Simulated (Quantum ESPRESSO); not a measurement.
# As: equation of state with PBEsol

Crystal: As.

```
CELL_PARAMETERS angstrom
2.70368 0.00000 0.00000
0.00000 2.70368 0.00000
0.00000 0.00000 2.70368
ATOMIC_POSITIONS crystal
As 0.50000 0.50000 0.50000
```

This isn't the form of As at room conditions, which is rhombohedral.

| Property | Result |
| --- | --- |
| Program | Quantum ESPRESSO 7.5 |
| Task | equation of state |
| Functional | PBEsol |
| Potentials or basis | GBRV 1.5 PBEsol |
| Cutoff | 612 eV |
| Density cutoff | 4898 eV |
| k mesh | 10 × 10 × 10 |
| Occupations | fermi-dirac, width 0.05 eV |
| Spin | no spin polarisation |

The equilibrium volume is 19.52 Å³/atom, the bulk modulus is 92 GPa and the pressure derivative of the bulk modulus is 4.3.

Energy against volume, from the lowest point:
```
volume (Å³/atom)  energy (meV/atom)
          18.578              13.76
          18.973               4.21
          19.368               0.00
          19.764               0.56
          20.159               5.40
          20.554              14.09
          20.949              26.27
```

All runs of the series together: 19 s on 2 threads of Arm Neoverse V2, on a shared host.
